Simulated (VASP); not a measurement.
KCl (Sylvite):

```xyz
2
Lattice="0.0000 3.1270 3.1270 3.1270 0.0000 3.1270 3.1270 3.1270 0.0000" Properties=species:S:1:pos:R:3 pbc="T T T"
K     0.0000    0.0000    0.0000
Cl    3.1270    3.1270    3.1270
```

Program: VASP 6.6.1. Alike in all runs: task band structure; potentials or basis VASP PAW PBE potentials, release 64 (K_sv, Cl); no spin polarisation; cell as given; k mesh 6 × 6 × 6; cutoff (eV) 520; smearing gaussian 0.03 eV.

Order these runs on this cell by their band gap on the k mesh, lowest first.
A. level PBE
B. level PBE-EpsX; exchange at q = 0 truncated; share of exact exchange 0.4265
C. level PBE0; exchange at q = 0 truncated
D. level HSE06; screening parameter 0.2 1/A

A (5.25 eV), D (6.59 eV), C (7.30 eV), B (8.78 eV).
